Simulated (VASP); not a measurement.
Wanted: the native input for a VASP 6.6.1 run.

```yaml
Task: single point
Functional: r2SCAN
Potentials_or_basis: VASP PAW PBE potentials, release 64 (Si, Se)
Cutoff: 520 eV
k_mesh: 6 × 6 × 6
Occupations: gaussian, width 0.02 eV
Spin: no spin polarisation
Dipole_correction: no
Further_INCAR_settings: ALGO = Normal; EDIFF = 1e-07; NBANDS = 25
```

SiSe2:

```
CELL_PARAMETERS angstrom
-3.11202 5.01022 2.93545
3.11202 -5.01022 2.93545
3.11202 5.01022 -2.93545
ATOMIC_POSITIONS crystal
Si 0.75000 0.75000 0.00000
Si 0.25000 0.25000 0.00000
Se 0.12065 0.20322 0.32387
Se 0.87935 0.79678 0.67613
Se 0.37935 0.70322 0.08257
Se 0.62065 0.29678 0.91743
```

The cell is a database's computed one.

These files were run (other wordings do the same):

POSCAR

```
SiSe2
1.0
   -3.1120170000      5.0102210000      2.9354490000
    3.1120170000     -5.0102210000      2.9354490000
    3.1120170000      5.0102210000     -2.9354490000
Si Se
2 4
Direct
    0.7500000000      0.7500000000      0.0000000000
    0.2500000000      0.2500000000      0.0000000000
    0.1206520000      0.2032190000      0.3238710000
    0.8793480000      0.7967810000      0.6761290000
    0.3793480000      0.7032190000      0.0825670000
    0.6206520000      0.2967810000      0.9174330000
```

INCAR.step1

```
  PREC = Accurate
  ENCUT = 520
  ISMEAR = 0
  SIGMA = 0.02
  LREAL = False
  LASPH = True
  NELM = 100
  NBANDS = 25
  GGA = PE
  ALGO = Normal
  EDIFF = 1E-4
  LWAVE = True
  LCHARG = False
```

INCAR.step2

```
  PREC = Accurate
  ENCUT = 520
  EDIFF = 1E-7
  ISMEAR = 0
  SIGMA = 0.02
  LREAL = False
  LASPH = True
  NELM = 100
  ALGO = Normal
  ISIF = 2
  LWAVE = False
  LCHARG = True
  METAGGA = R2SCAN
  LMIXTAU = True
  LELF = True
  LVHAR = True
  NBANDS = 25
  ISTART = 1
```

KPOINTS

```
regular mesh
0
Gamma
  6 6 6
```

Potentials or basis: VASP PAW PBE potentials, release 64 (Si, Se).

Run with:

```console
$ cat potpaw_PBE.64/Si/POTCAR potpaw_PBE.64/Se/POTCAR > POTCAR
$ cp INCAR.step1 INCAR
$ mpirun -np 1 vasp_std > vasp.out
$ cp INCAR.step2 INCAR
$ mpirun -np 1 vasp_std > vasp.out
```

Results of the run:

```
Pressure               : 0.0 GPa
Largest force          : 0.004 eV/Å
Band gap on the k mesh : 2.31 eV, indirect (least direct gap 2.43 eV)
```

Caveat: the PAW data sets were made with another functional, which shifts forces and pressure a little.

Wall time 12 min on 1 thread of AMD EPYC 9R45 96-Core Processor (Zen 5), on a shared host, peak memory 0.45 GiB.
